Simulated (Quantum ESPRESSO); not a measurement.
Se: dielectric tensor and Born charges under several settings

```
Se
1.0
     4.36620    0.00000    0.00000
    -2.18310    3.78124    0.00000
     0.00000    0.00000    4.95360
Se
3
Direct
  0.77460 0.77460 0.00000
  0.00000 0.22540 0.66667
  0.22540 0.00000 0.33333
```

All runs used Quantum ESPRESSO 7.5; potentials PseudoDojo 0.4.1 SR PBE standard; given cell; no spin polarisation; cutoff 1170 eV; occupations smeared at first, fixed for the response.

```tsv
level	k mesh (s: shifted)	ε∞ (diagonal)	Born charge of atom 1 (e)	sum of the Born charges (e)
PBE	4 × 4 × 4s	?	?	?
PBE	6 × 6 × 6s	9.54, 9.54, 14.29	0.00	-0.01
```

Q: What stands in the row left open?

A: ε∞ 8.89, 8.89, 14.62; Born charge of atom 1 0.01 e; sum of the Born charges 0.02 e.

For the row left open. Caveat: the mesh is thin for the dielectric tensor, Born charges and intensities, which usually come out too large.
